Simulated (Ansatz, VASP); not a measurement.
Two plane-wave programs on Sc

The input INCAR:

```
SYSTEM = Sc
PREC = Accurate ; ENCUT = 520
EDIFF = 1E-6 ; ISMEAR = -1
SIGMA = 0.1 ; LREAL = .FALSE.
LASPH = .TRUE. ; NELM = 100
ALGO = Normal ; ISIF = 2
LWAVE = .FALSE. ; LCHARG = .TRUE.
GGA = B5 ; ALDAX = 1.0
AGGAX = 1.0 ; AGGAC = 1.0
ALDAC = 0.0 ; LELF = .TRUE.
LVHAR = .TRUE. ; NBANDS = 12
```

Contents of KPOINTS:

```
Automatic mesh
0
G
  12 12 12
  0 0 0
```

File POSCAR:

```
Sc
1.0
    3.1141670660      0.0000000000      0.0000000000
    0.0000000000      3.1141670660      0.0000000000
    0.0000000000      0.0000000000      3.1141670660
Sc
1
Direct
    0.0000000000      0.0000000000      0.0000000000
```

Input for Ansatz:

```yaml
crystal:
  lattice:
    - [3.114167066, 0.0, 0.0]
    - [0.0, 3.114167066, 0.0]
    - [0.0, 0.0, 3.114167066]
  atoms:
    - { symbol: Sc, position: [0.0, 0.0, 0.0] }
hamiltonian:
  xc: blyp
  pseudopotentials:
    kind: paw
    azcp:
      Sc: "pseudopotentials/Sc.paw.azcp"
basis:
  ecutwfc: 420
  fft_grid_basis: typed
kpoints:
  mp_grid: { grid: [12, 12, 12], shift: [0, 0, 0] }
magnetization:
  spin_polarized: false
scf:
  occupations: { method: fermi_dirac, width: 0.1 }
  lower_state_search: "off"
output:
  stress: true
```

Alike in both runs: task single point; functional BLYP; k mesh 12 × 12 × 12; occupations fermi-dirac, width 0.1 eV; no spin polarisation.

|  | VASP | Ansatz |
| --- | --- | --- |
| version | VASP 6.6.1 | Ansatz 0.2.0 |
| potentials or method | VASP PAW PBE potentials, release 64 (Sc_sv) | plane waves (420 eV) with PAW, scalar-relativistic |
| plane-wave cutoff (eV) | 520 | 420 |
| valence electrons in the cell | 11 | 11 |

|  | VASP | Ansatz | Ansatz less VASP |
| --- | --- | --- | --- |
| pressure (GPa) | -3.1 | -3.1 | +0.01 |

With one functional, cell and mesh, what is left measures potentials, basis and numerics.

Caveats: the PAW data sets were made with another functional, which shifts forces and pressure a little (VASP).
